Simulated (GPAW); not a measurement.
# SiC (Moissanite) (P6_3mc) in GPAW: settings compared

Aim: see how the results for SiC (Moissanite) move with the level of theory and the settings. Levels: PBE, RPBE+D3(BJ). Tasks: single point, relaxation of cell and atoms.

Program: GPAW 26.7.0. These are calculated values, not measurements. Logs are shortened: lines on timing, memory, paths and dates and some standing lists are left out, and cuts for length are marked. The log counts tension as positive stress, the text compression.

**1. The crystal as given**

The structure is hexagonal, space group P6_3mc (No. 186). The conventional cell has a = 3.076 Å, b = 3.076 Å, c = 5.048 Å, α = 90.00°, β = 90.00°, γ = 120.00°. Si (site symmetry 3m) has 4 C at 1.87 to 1.94 Å as nearest neighbours. C (site symmetry 3m) has 4 Si at 1.87 to 1.94 Å as nearest neighbours.

**2. Single point, PBE**

Contents of run.py:

```python
from ase import Atoms
from ase.dft.bandgap import bandgap
from ase.io import write
from ase.units import GPa
from gpaw import GPAW, PW

atoms = Atoms(['Si', 'Si', 'C', 'C'],
              cell=[[3.076, 0.0, 0.0],
                    [-1.538, 2.663894142, 0.0],
                    [0.0, 0.0, 5.048]],
              scaled_positions=[[0.6666666667, 0.3333333333, 0.5],
                                [0.3333333333, 0.6666666667, 0.0],
                                [0.6666666667, 0.3333333333, 0.885],
                                [0.3333333333, 0.6666666667, 0.385]],
              pbc=True)

calc = GPAW(mode=PW(600),
            xc='PBE',
            kpts={'size': (8, 8, 4), 'gamma': True},
            occupations={'name': 'fermi-dirac', 'width': 0.05},
            nbands=18,
            maxiter=120,
            txt='gpaw.txt')
atoms.calc = calc
energy = atoms.get_potential_energy()
forces = atoms.get_forces()
stress = atoms.get_stress()
calc.write('gs.gpw')
write('result.traj', atoms)
print(f'Energy: {energy:.6f} eV')
print('Forces (eV/A):')
print(forces.round(4))
print('Stress (GPa):', (stress / GPa).round(3))
print('Fermi level:', round(calc.get_fermi_level(), 4), 'eV')
print(f'Gap: {bandgap(calc)[0]:.4f} eV, direct: {bandgap(calc, direct=True)[0]:.4f} eV')
```

Potentials or basis: GPAW PAW data sets (gpaw-data 1.2.1), pw.

Launch:

```bash
> OMP_NUM_THREADS=1 python run.py
```

gpaw.txt:

```text
__  _  _
 | _ |_)|_||  |
 |__||  | ||/\| - 26.7.0

Input parameters:
  mode=PW(ecut=600.0),
  kpts=MonkhorstPack(size=(8, 8, 4), gamma=True),
  maxiter=120,
  nbands=18,
  occupations=Occupations(name='fermi-dirac', width=0.05),
  xc=XC(name='PBE')

Diagonalizing LCAO Hamiltonian
Converting LCAO to pw mode

           C

           Si
        C

        Si

Atoms  # Å, Bohr magnetons
|   | symbol |         x |        y |        z |    initial magnetic moments |
|---|--------|-----------|----------|----------|-----------------------------|
| 0 |     Si |  1.538000 | 0.887965 | 2.524000 | ( 0.0000,  0.0000,  0.0000) |
| 1 |     Si | -0.000000 | 1.775929 | 0.000000 | ( 0.0000,  0.0000,  0.0000) |
| 2 |      C |  1.538000 | 0.887965 | 4.467480 | ( 0.0000,  0.0000,  0.0000) |
| 3 |      C | -0.000000 | 1.775929 | 1.943480 | ( 0.0000,  0.0000,  0.0000) |

Unit cell  # Å
| periodic |         x |        y |        z |  lengths |     angles |
|----------|-----------|----------|----------|----------|------------|
|      yes |  3.076000 | 0.000000 | 0.000000 | 3.076000 |  90.000000 |
|      yes | -1.538000 | 2.663894 | 0.000000 | 3.076000 |  90.000000 |
|      yes |  0.000000 | 0.000000 | 5.048000 | 5.048000 | 120.000000 |

Number of symmetries: 6
Symmetry operations  # r_c * U_cc + t_c -> r_c
|   | kind |            matrix            |
|---|------|------------------------------|
| 0 |  σ   |  1, 1, 0,  0,-1, 0,  0, 0, 1 |
| 1 |  E   |  1, 0, 0,  0, 1, 0,  0, 0, 1 |
| 2 |  C3  |  0, 1, 0, -1,-1, 0,  0, 0, 1 |
| 3 |  σ   |  0,-1, 0, -1, 0, 0,  0, 0, 1 |
| 4 |  σ   | -1, 0, 0,  1, 1, 0,  0, 0, 1 |
| 5 |  C3  | -1,-1, 0,  1, 0, 0,  0, 0, 1 |

BZ-sampling:
  Number of BZ points: 256
  Number of IBZ points: 35

  Monkhorst-Pack size: [8, 8, 4]
  Monkhorst-Pack shift: [0.0625, 0.0625, 0.125]

K-points  # in reciprocal-cell coordinates
|     |                                coordinates |     weight |
|-----|--------------------------------------------|------------|
|   0 | (  0.00000000,   0.00000000,   0.00000000) | 0.00390625 |
|   1 | (  0.00000000,   0.00000000,   0.25000000) | 0.00781250 |
|   2 | (  0.00000000,   0.00000000,   0.50000000) | 0.00390625 |
|   3 | (  0.12500000,   0.00000000,  -0.25000000) | 0.02343750 |
|   4 | (  0.12500000,   0.00000000,   0.00000000) | 0.02343750 |
|   5 | (  0.12500000,   0.00000000,   0.25000000) | 0.02343750 |
|   6 | (  0.12500000,   0.00000000,   0.50000000) | 0.02343750 |
|   7 | (  0.25000000,  -0.12500000,   0.00000000) | 0.02343750 |
|   8 | (  0.25000000,  -0.12500000,   0.25000000) | 0.04687500 |
|   9 | (  0.25000000,  -0.12500000,   0.50000000) | 0.02343750 |
| ... |                                            |            |
|  34 | (  0.50000000,   0.50000000,   0.50000000) | 0.01171875 |

Plane wave coefficients: 1392
Cutoff: 600.0 eV

Spin-components: 1 (collinear spins)
Bands:           18
Projectors:      20
Spin-degeneracy: 2
Datatype:        complex128

Parallelization:
  kpt:    1
  domain: 1
  band:   1

Density:
  Valence electrons: 16.0
  Components: 1
  Grid points: [18 18 30]
  Charge: 0.0  # |e|

Potential:
  Grid points: [18 18 30]

species:
  Si:
    name:    Silicon
    Z:       14.0
    valence: 4
    core:    10
    charge:  0.0  # [|e|]
    compensation charges:
      type: gauss
      rc: 0.33  # [Å]
      lmax: 2
    cutoffs:
      filter: 1.86  # [Å]
      core: 2.06  # [Å]
    projectors
    | kind |    occ | energy [eV] | rcut [Å] |
    |------|--------|-------------|----------|
    |   3s |  2.000 |     -10.812 |    1.058 |
    |   3p |  2.000 |      -4.081 |    1.058 |
    |    s |        |      16.399 |    1.058 |
    |    p |        |      23.130 |    1.058 |
    |    d |        |       0.000 |    1.058 |

    Using partial waves for Si as LCAO basis

  C:
    name:    Carbon
    Z:       6.0
    valence: 4
    core:    2
    charge:  0.0  # [|e|]
    compensation charges:
      type: gauss
      rc: 0.20  # [Å]
      lmax: 2
    cutoffs:
      filter: 1.14  # [Å]
      core: 1.14  # [Å]
    projectors
    | kind |    occ | energy [eV] | rcut [Å] |
    |------|--------|-------------|----------|
    |   2s |  2.000 |     -13.751 |    0.635 |
    |   2p |  2.000 |      -5.284 |    0.635 |
    |    s |        |      13.461 |    0.635 |
    |    p |        |      21.927 |    0.635 |
    |    d |        |       0.000 |    0.635 |

    Using partial waves for C as LCAO basis

Reference energy: -17827.944731  # eV

eigensolver:
  PPCG
  Converge bands: occupied
  niter=2

density mixing:
  MSR1-Mixer
  Pratt-step length: 0.05
  Maximum mixing coefficient: 0.75
  Old densities: 10
  SVD Regularization: 0.005
  Good broyden scale: 1.0
  Trust region scale: 1.0
  Backstep threshold: 4.0
  History deletion threshold: 6.0
  Fourier metric: weight=20.0, sigma=0.015

occupation numbers:
  Fermi-Dirac:
    width: 0.0500  # eV

poisson solver:
  ecut: 4800.0  # eV

xc functional:
  name: PBE with 2 nearest neighbor stencil

convergence criteria:
- Maximum [total energy] change in last 3 cyles: 0.0005 eV / valence electron
- Maximum integral of absolute [dens]ity change: 0.0001 electrons / valence electron
- Maximum integral of absolute [eigenst]ate change: 4e-08 eV^2 / valence electron
maximum number of iterations: 120

SCF iterations
|iter     | |      energy | eigst |  dens |
|---------|-|-------------|-------|-------|
|iter:   1| |  -33.153988 | -0.14 |       |
|iter:   2| |  -32.400482 | -2.23 | -0.56 |
|iter:   3| |  -29.874549 | -0.87 | -0.61 |
|iter:   4| |  -29.885351 | -2.81 | -1.31 |
|iter:   5| |  -29.891887 | -3.45 | -1.68 |
|iter:   6| |  -29.892018c| -5.36 | -2.67 |
|iter:   7| |  -29.892027c| -6.60 | -3.28 |
|iter:   8| |  -29.892027c| -7.90c| -4.09c|

Converged in 8 steps
Energy contributions relative to reference atoms: (reference = -17827.944731)

Energy contributions:
  Kinetic:          32.742120
  Coulomb:         -27.433953
  Zero:             -0.036791
  External:          0.000000
  Xc:              -35.163402
  Entropy:          -0.000000
  Spinorbit:         0.000000
  ----------------------------
  Free energy:     -29.892027
  Extrapolated:    -29.892027

dipole moment: (0.000033, -0.000022, -8.924793)  # |e|*Ang

Fermi level: 9.992
Eigenvalues  # (at kpt = [0.000, 0.000, 0.000])
| band index |      eig [eV] | occ [0-2] |
|------------|---------------|-----------|
|          0 |        -7.183 |     2.000 |
|          1 |        -3.678 |     2.000 |
|          2 |        -0.152 |     2.000 |
|          3 |         6.992 |     2.000 |
|          4 |         6.992 |     2.000 |
|          5 |         8.277 |     2.000 |
[... 8 lines left out ...]
|         14 |        17.246 |     0.000 |
|         15 |        19.921 |     0.000 |
|        ... |               |           |
|         17 |        19.927 |     0.000 |

Gap: 2.571 eV
Transition (v -> c):
  (s=0, k=0, n=7, [0.00, 0.00, 0.00]) -> (s=0, k=22, n=8, [0.38, 0.38, 0.00])
Direct/indirect transitions are different
Direct gap: 4.070 eV
Transition at: (s=0, k=32, n=7, [0.50, 0.50, 0.00])

Forces  # eV/Ang
|        x |       y |        z |
|----------|---------|----------|
|  0.00000 | 0.00000 |  0.76729 |  # Si   0
| -0.00000 | 0.00000 |  0.77017 |  # Si   1
|  0.00000 | 0.00000 | -0.76789 |  # C    2
|  0.00000 | 0.00000 | -0.77030 |  # C    3

Stress tensor  # eV/Ang^3
|         x |         y |         z |
|-----------|-----------|-----------|
| -0.043026 |  0.000000 |  0.000000 |
|  0.000000 | -0.043026 |  0.000000 |
|  0.000000 |  0.000000 | -0.010949 |

# Writing to gs.gpw (mode='')
```

stdout:

```text
Energy: -29.892027 eV
Forces (eV/A):
[[ 0.      0.      0.7673]
 [-0.      0.      0.7702]
 [ 0.      0.     -0.7679]
 [ 0.      0.     -0.7703]]
Stress (GPa): [-6.894 -6.894 -1.754  0.     0.     0.   ]
Fermi level: 9.9919 eV
Gap: 2.5706 eV, direct: 4.0699 eV
```

Wall time 7 s (1 thread of AMD EPYC 9R45 (Zen 5), shared host); peak memory 0.16 GiB.

What came out:

```
Free energy            : -29.8920 eV
Pressure               : 5.2 GPa
Largest force          : 0.770 eV/Å
Band gap on the k mesh : 2.57 eV, indirect (least direct gap 4.07 eV)
```

Forces on the atoms (eV/Å):
```
Si   0.000  0.000  0.767
Si   0.000  0.000  0.770
C    0.000  0.000 -0.768
C    0.000  0.000 -0.770
```

Levels at points of the mesh, in eV from the valence-band top:
| k point | band 6 | band 7 | band 8 | band 9 | band 10 | band 11 |
| --- | --- | --- | --- | --- | --- | --- |
| (0.00, 0.00, 0.00) | -0.28 | -0.28 | 0.00 | 4.62 | 6.05 | 6.49 |
| (0.00, 0.00, 0.50) | -0.97 | -0.97 | -0.97 | 5.71 | 5.71 | 7.16 |
| (0.50, 0.50, 0.00) | -3.55 | -3.27 | -1.49 | 2.58 | 4.19 | 6.75 |
| (0.50, 0.50, 0.50) | -2.69 | -2.34 | -2.34 | 3.16 | 3.16 | 4.99 |

Caveat: the cutoff is short for stress and forces, so pressures can be off by a GPa or more.

**3. Relaxation of cell and atoms, RPBE+D3(BJ)**

Contents of run.py:

```python
from ase.calculators.mixing import SumCalculator
from ase.filters import FrechetCellFilter
from ase.io import read, write
from ase.optimize import LBFGS
from dftd3.ase import DFTD3
from gpaw import GPAW, PW

atoms = read('SiC.cif')

calc = GPAW(mode=PW(800),
            xc='RPBE',
            kpts={'size': (7, 7, 4), 'gamma': True},
            occupations={'name': 'fermi-dirac', 'width': 0.05},
            nbands=18,
            convergence={'density': 1e-05, 'energy': 1e-05},
            maxiter=150,
            txt='gpaw.txt')
atoms.calc = SumCalculator([calc, DFTD3(method='rpbe', damping='d3bj')])
opt = LBFGS(FrechetCellFilter(atoms), trajectory='relax.traj', logfile='-')
done = opt.run(fmax=0.02, steps=100)
calc.write('gs.gpw')
write('result.traj', atoms)
print('Converged:', done)
print('Cell:', atoms.cell.cellpar().round(4))
print('Volume:', round(atoms.get_volume(), 4))
print(atoms.get_scaled_positions().round(5))
```

Contents of SiC.cif:

```cif
data_SiC
_cell_length_a 3.07600000
_cell_length_b 3.07600000
_cell_length_c 5.04800000
_cell_angle_alpha 90.00000000
_cell_angle_beta 90.00000000
_cell_angle_gamma 120.00000000
_space_group_name_H-M_alt 'P6_3mc'
_space_group_name_Hall 'P 6c -2c'
_space_group_IT_number 186
loop_
_space_group_symop_operation_xyz
'x,y,z'
'x-y,x,z+1/2'
'-y,x-y,z'
'-x,-y,z+1/2'
'-x+y,-x,z'
'y,-x+y,z+1/2'
'y,x,z+1/2'
'x,x-y,z'
'x-y,-y,z+1/2'
'-y,-x,z'
'-x,-x+y,z+1/2'
'-x+y,y,z'
loop_
_atom_site_label
_atom_site_type_symbol
_atom_site_symmetry_multiplicity
_atom_site_Wyckoff_symbol
_atom_site_fract_x
_atom_site_fract_y
_atom_site_fract_z
_atom_site_occupancy
Si1 Si 2 b 0.6666666667 0.3333333333 0.5000000000 1
C1 C 2 b 0.6666666667 0.3333333333 0.8850000000 1
```

Potentials or basis: the program's PAW data sets (release 1.2.1) made for this functional, pw.

Launch:

```bash
> OMP_NUM_THREADS=1 python run.py
```

gpaw.txt:

```text
__  _  _
 | _ |_)|_||  |
 |__||  | ||/\| - 26.7.0

Input parameters:
  mode=PW(ecut=800.0),
  convergence={'density': 1e-05, 'energy': 1e-05},
  kpts=MonkhorstPack(size=(7, 7, 4), gamma=True),
  maxiter=150,
  nbands=18,
  occupations=Occupations(name='fermi-dirac', width=0.05),
  xc=XC(name='RPBE')

Diagonalizing LCAO Hamiltonian
Converting LCAO to pw mode

           C

           Si
        C

        Si

Atoms  # Å, Bohr magnetons
|   | symbol |        x |        y |        z |    initial magnetic moments |
[... 227 lines left out ...]
|  0.00000 | 0.00000 | -0.77580 |  # C    2
|  0.00000 | 0.00000 | -0.77582 |  # C    3

Interpolating wave functions to new cell
[... 726 lines left out ...]
Atoms  # Å, Bohr magnetons
|   | symbol |        x |        y |        z |    initial magnetic moments |
|---|--------|----------|----------|----------|-----------------------------|
| 0 |     Si | 1.505789 | 0.869368 | 2.489974 | ( 0.0000,  0.0000,  0.0000) |
| 1 |     Si | 0.000000 | 1.738736 | 0.022401 | ( 0.0000,  0.0000,  0.0000) |
| 2 |      C | 1.505789 | 0.869368 | 4.345203 | ( 0.0000,  0.0000,  0.0000) |
| 3 |      C | 0.000000 | 1.738736 | 1.877634 | ( 0.0000,  0.0000,  0.0000) |

Unit cell  # Å
| periodic |         x |        y |         z |  lengths |     angles |
|----------|-----------|----------|-----------|----------|------------|
|      yes |  3.011579 | 0.000000 | -0.000000 | 3.011579 |  90.000000 |
|      yes | -1.505789 | 2.608104 | -0.000000 | 3.011579 |  90.000000 |
|      yes | -0.000000 | 0.000000 |  4.935142 | 4.935142 | 120.000000 |

Number of symmetries: 6
Symmetry operations  # r_c * U_cc + t_c -> r_c
|   | kind |            matrix            |
|---|------|------------------------------|
| 0 |  σ   |  1, 1, 0,  0,-1, 0,  0, 0, 1 |
| 1 |  E   |  1, 0, 0,  0, 1, 0,  0, 0, 1 |
| 2 |  C3  |  0, 1, 0, -1,-1, 0,  0, 0, 1 |
| 3 |  σ   |  0,-1, 0, -1, 0, 0,  0, 0, 1 |
| 4 |  σ   | -1, 0, 0,  1, 1, 0,  0, 0, 1 |
| 5 |  C3  | -1,-1, 0,  1, 0, 0,  0, 0, 1 |
[... 191 lines left out ...]
Stress tensor  # eV/Ang^3
|         x |         y |         z |
|-----------|-----------|-----------|
| -0.158048 |  0.000000 |  0.000000 |
|  0.000000 | -0.158048 |  0.000000 |
|  0.000000 |  0.000000 | -0.159397 |

Forces  # eV/Ang
|       x |        y |        z |
|---------|----------|----------|
| 0.00000 |  0.00000 |  0.00475 |  # Si   0
| 0.00000 |  0.00000 |  0.00490 |  # Si   1
| 0.00000 | -0.00000 | -0.00471 |  # C    2
| 0.00000 |  0.00000 | -0.00481 |  # C    3

# Writing to gs.gpw (mode='')
```

Run time: 28 s. Hardware: 1 thread of AMD EPYC 9R45 (Zen 5), shared host; peak memory 0.24 GiB.

What came out:

* Free energy: -32.9982 eV
* Relaxed volume: 9.69 Å³/atom
* Relaxed cell: a = 3.012 Å, b = 3.012 Å, c = 4.935 Å, α = 90.00°, β = 90.00°, γ = 120.00°
* Space group after relaxing (to 0.05 Å): P6_3mc (No. 186)
* Energy gained by relaxing: 38.3 meV/atom
* Ionic steps: 5
* Pressure after relaxing: 0.1 GPa
* Band gap on the k mesh: 2.52 eV, indirect (least direct gap 4.18 eV)
* Dispersion energy per atom: -1.232 eV

The path:
```tsv
step	energy change (eV)	largest force (eV/Å)	pressure (GPa)	volume (Å³)
1	0.0000	0.7674	-13.87	41.36
2	-0.0589	0.4201	-12.20	40.97
3	-0.1247	0.5399	-5.52	39.70
4	-0.1394	0.3230	-4.38	39.50
5	-0.1533	0.0012	0.15	38.76
```

Final structure:
```cif
data_structure
_symmetry_space_group_name_H-M 'P 1'
_symmetry_Int_Tables_number 1
_cell_length_a 3.0116
_cell_length_b 3.0116
_cell_length_c 4.9351
_cell_angle_alpha 90.000
_cell_angle_beta 90.000
_cell_angle_gamma 120.000
_cell_volume 38.76
loop_
_atom_site_label
_atom_site_type_symbol
_atom_site_fract_x
_atom_site_fract_y
_atom_site_fract_z
_atom_site_occupancy
Si1 Si 0.66667 0.33333 0.50454 1
Si2 Si 0.33333 0.66667 0.00454 1
C1 C 0.66667 0.33333 0.88046 1
C2 C 0.33333 0.66667 0.38046 1
```

Levels at points of the mesh, in eV from the valence-band top:
| k point | band 4 | band 5 | band 6 | band 7 | band 8 | band 9 | band 10 | band 11 | band 12 | band 13 |
| --- | --- | --- | --- | --- | --- | --- | --- | --- | --- | --- |
| (0.00, 0.00, 0.00) | -1.36 | -1.36 | -0.10 | 0.00 | 0.00 | 5.37 | 6.95 | 7.07 | 7.07 | 8.36 |
| (0.00, 0.00, 0.50) | -4.57 | -0.73 | -0.73 | -0.73 | -0.73 | 6.48 | 6.48 | 7.72 | 7.72 | 7.72 |

Caveat: later steps reuse the first step's grids; an odd mesh through Γ misses points on the zone boundary, where band edges often lie.
